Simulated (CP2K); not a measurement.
Ti:

```
Ti
1.0
     2.87085    0.00000    0.00000
     1.43543    2.48623    0.00000
     1.43543    0.82874    2.34404
Ti
1
Direct
  0.00000 0.00000 0.00000
```

This isn't the form of Ti at room conditions, which is hcp.

Base run:

| Property | Result |
| --- | --- |
| Program | CP2K 2026.2 |
| Functional | TASK |
| Potentials or basis | POTENTIAL_UZH Ti GTH-PBE-q12; TZVP-MOLOPT-PBE-GTH basis |
| Density cutoff | 9184 eV |
| k mesh | 11 × 11 × 11 |
| Occupations | fermi-dirac, width 0.05 eV |
| Spin | no spin polarisation |

Its results: band gap on the k mesh none (metal or under the smearing width); pressure 11.9 GPa.

After a change of settings the same cell gave: band gap on the k mesh none (metal or under the smearing width); pressure -0.3 GPa. Which change was it?
A. functional from TASK to PBEsol
B. functional from TASK to revPBE
C. functional from TASK to PW91
D. functional from TASK to LDA

A.

Caveats: the potentials were made for another functional, which shifts forces and pressure; the basis of atomic orbitals isn't converged, which shifts pressures, moduli and gaps.
